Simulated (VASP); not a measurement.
A run of VASP 6.6.1 is set up as follows.

File INCAR:

```
  PREC = Accurate
  ENCUT = 600
  EDIFF = 1E-6
  ISMEAR = 1
  SIGMA = 0.1
  LREAL = F
  LASPH = T
  NELM = 80
  ALGO = Normal
  ISIF = 3
  LWAVE = F
  LCHARG = F
  GGA = PE
  IBRION = 2
  NSW = 90
  EDIFFG = -0.01
```

The input KPOINTS:

```
Automatic mesh
0
Gamma
  18 18 18
```

POSCAR

```
Au
1.0
    0.0000000000      2.0350000000      2.0350000000
    2.0350000000      0.0000000000      2.0350000000
    2.0350000000      2.0350000000      0.0000000000
Au
1
Direct
    0.0000000000      0.0000000000      0.0000000000
```

Potentials or basis: VASP PAW PBE potentials, release 64 (Au).

The run is started by

```bash
$ cat potpaw_PBE.64/Au/POTCAR > POTCAR
$ mpirun -np 1 vasp_std > vasp.out
```

(1) Estimate the relaxed volume.

(2) Estimate the relaxed cell.

(3) Estimate the band gap on the k mesh.

(4) Predict the space group after relaxing (to 0.05 Å).

Answers

(1) 17.95 Å³/atom.

(2) a = 2.939 Å, b = 2.939 Å, c = 2.939 Å, α = 60.00°, β = 60.00°, γ = 60.00°.

(3) none (metal or under the smearing width).

(4) Fm-3m (No. 225).
